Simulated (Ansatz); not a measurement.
# KCl: stress in a strained cell

Aim: deform KCl (equal xy, yz and zx engineering shear strains of -2 %) and compute stress, forces and field gradients with LAPW, PAW and all-electron datasets made for the crystal.

Method: DFT PBEsol, scalar-relativistic, in Ansatz 0.2.0.

## Step 1: Starting point

The structure is cubic, space group Fm-3m (No. 225). The conventional cell has a = 6.312 Å, b = 6.312 Å, c = 6.312 Å, α = 90.00°, β = 90.00°, γ = 90.00°. Around K (site symmetry m-3m) lie 6 Cl at 3.16 Å. Around Cl (site symmetry m-3m) lie 6 K at 3.16 Å.

Coordinates:

```cif
data_structure
_symmetry_space_group_name_H-M 'P 1'
_symmetry_Int_Tables_number 1
_cell_length_a 4.4634
_cell_length_b 4.4634
_cell_length_c 4.4634
_cell_angle_alpha 60.000
_cell_angle_beta 60.000
_cell_angle_gamma 60.000
_cell_volume 62.88
loop_
_atom_site_label
_atom_site_type_symbol
_atom_site_fract_x
_atom_site_fract_y
_atom_site_fract_z
_atom_site_occupancy
K1 K 0.00000 0.00000 0.00000 1
Cl1 Cl 0.50000 0.50000 0.50000 1
```

Atoms are numbered in the order of the input: K1, Cl2.

## Step 2: The deformed structure

Space group Fm-3m before, R-3m after.

## Step 3: All-electron LAPW

The input, input.yaml:

```yaml
crystal:
  lattice:
    - [-0.063122, 3.124539, 3.124539]
    - [3.124539, -0.063122, 3.124539]
    - [3.124539, 3.124539, -0.063122]
  atoms:
    - { symbol: K, position: [0.0, 0.0, 0.0] }
    - { symbol: Cl, position: [0.5, 0.5, 0.5] }
kpoints:
  mp_grid: { grid: [7, 7, 7] }
  band_path:
    path:
      - [0.0, 0.0, 0.0]
      - [0.5, 0.5, 0.5]
      - [0.2551801333, 0.5, 0.7448198667]
      - [-0.2551801333, 0.2551801333, 0.5]
      - [0.0, 0.0, 0.5]
      - [0.0, 0.0, 0.0]
      - [-0.3775900666, 0.0, 0.3775900666]
      - [0.0, 0.3775900666, 0.6224099334]
      - [0.0, 0.5, 0.5]
    npoints: 5
scf:
  occupations: { method: fermi_dirac, width: 0.03 }
hamiltonian:
  xc: pbesol
  pseudopotentials: { kind: all_electron, lapw: { basis_error: 0.0005 } }
output:
  forces: true
  stress: true
  eigenvalues: true
```

The run is started by

```bash
$ ansatz run input.yaml --threads 1 --pin off --max-ram 3072MiB --backend cpu --events-out ev --progress --plain --runs-dir out
```

## Step 4: PAW on the default files

The input, input.yaml:

```yaml
crystal:
  lattice:
    - [-0.063122, 3.124539, 3.124539]
    - [3.124539, -0.063122, 3.124539]
    - [3.124539, 3.124539, -0.063122]
  atoms:
    - { symbol: K, position: [0.0, 0.0, 0.0] }
    - { symbol: Cl, position: [0.5, 0.5, 0.5] }
kpoints:
  mp_grid: { grid: [7, 7, 7] }
scf:
  occupations: { method: fermi_dirac, width: 0.03 }
hamiltonian:
  xc: pbesol
  pseudopotentials: { kind: paw }
output:
  forces: true
  stress: true
  eigenvalues: true
  efg: { contact_densities: true }
  write_density: true
  write_potential: true
  elf: true
  volumetric_format: npy
```

## Step 5: All-electron PAW on datasets made for the crystal

Changes to input.yaml since step 4:

```diff
@@ -14,3 +14,3 @@
   xc: pbesol
-  pseudopotentials: { kind: paw }
+  pseudopotentials: { kind: all_electron, datasets: crystal }
 output:
@@ -20,5 +20 @@
   efg: { contact_densities: true }
-  write_density: true
-  write_potential: true
-  elf: true
-  volumetric_format: npy
```

(Steps that only read results are left out.)

Before running it: what results should come out? Wanted: pressure; largest shear or deviatoric stress.

The runs gave:

| quantity | value |
| --- | --- |
| pressure | LAPW -0.56, PAW -0.56, crystal datasets -0.56 GPa |
| largest shear or deviatoric stress (LAPW) | 0.13 GPa |

What this shows: The largest part of the stress beyond the pressure is 0.13 GPa in size; the atoms are carried along and not relaxed. No run of the undeformed cell stands beside it, so the pressure holds what the given cell had before the change. PAW: stress within 0.01 GPa of LAPW. Crystal datasets: stress within 0.01 GPa of LAPW.
